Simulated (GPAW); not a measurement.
Here is a GPAW 26.7.0 calculation.

File run.py:

```python
from ase.calculators.mixing import SumCalculator
from ase.filters import FrechetCellFilter
from ase.io import read, write
from ase.optimize import BFGS
from dftd3.ase import DFTD3
from gpaw import GPAW, PW

atoms = read('MoP.cif')

calc = GPAW(mode=PW(600),
            xc='PBE',
            kpts={'size': (7, 7, 6), 'gamma': True},
            occupations={'name': 'fermi-dirac', 'width': 0.05},
            nbands=20,
            convergence={'density': 1e-05, 'energy': 1e-05},
            maxiter=150,
            txt='gpaw.txt')
atoms.calc = SumCalculator([calc, DFTD3(method='pbe', damping='d3zero')])
opt = BFGS(FrechetCellFilter(atoms), trajectory='relax.traj', logfile='-')
done = opt.run(fmax=0.01, steps=100)
calc.write('gs.gpw')
write('result.traj', atoms)
print('Converged:', done)
print('Cell:', atoms.cell.cellpar().round(4))
print('Volume:', round(atoms.get_volume(), 4))
print(atoms.get_scaled_positions().round(5))
```

File MoP.cif:

```cif
data_MoP
_cell_length_a 3.22300000
_cell_length_b 3.22300000
_cell_length_c 3.19100000
_cell_angle_alpha 90.00000000
_cell_angle_beta 90.00000000
_cell_angle_gamma 120.00000000
_space_group_name_H-M_alt 'P-6m2'
_space_group_name_Hall 'P -6 2'
_space_group_IT_number 187
loop_
_space_group_symop_operation_xyz
'x,y,z'
'-x+y,-x,-z'
'-y,x-y,z'
'x,y,-z'
'-x+y,-x,z'
'-y,x-y,-z'
'-y,-x,-z'
'x,x-y,z'
'-x+y,y,-z'
'-y,-x,z'
'x,x-y,-z'
'-x+y,y,z'
loop_
_atom_site_label
_atom_site_type_symbol
_atom_site_symmetry_multiplicity
_atom_site_Wyckoff_symbol
_atom_site_fract_x
_atom_site_fract_y
_atom_site_fract_z
_atom_site_occupancy
Mo1 Mo 1 a 0.0000000000 0.0000000000 0.0000000000 1
P1 P 1 d 0.3333333333 0.6666666667 0.5000000000 1
```

Potentials or basis: GPAW PAW data sets (gpaw-data 1.2.1), pw.

Launch:

```bash
$ OMP_NUM_THREADS=1 python run.py
```

Question: Estimate the relaxed cell.

Answer: a = 3.222 Å, b = 3.222 Å, c = 3.170 Å, α = 90.00°, β = 90.00°, γ = 120.00°.

Question: What does it give for the relaxed volume?

Answer: 14.25 Å³/atom.

Question: Estimate the band gap on the k mesh.

Answer: None (metal or under the smearing width).

Question: Predict the dispersion energy per atom.

Answer: -0.393 eV.

Final structure:
```
Mo P
1.0
     3.22233    0.00000    0.00000
    -1.61116    2.79062    0.00000
     0.00000    0.00000    3.17023
Mo P
1 1
Cartesian
  0.0000 0.0000 0.0000
  0.0000 1.8604 1.5851
```

Caveat: later steps reuse the first step's grids; pairwise dispersion overbinds metals, which lowers pressure and volume.
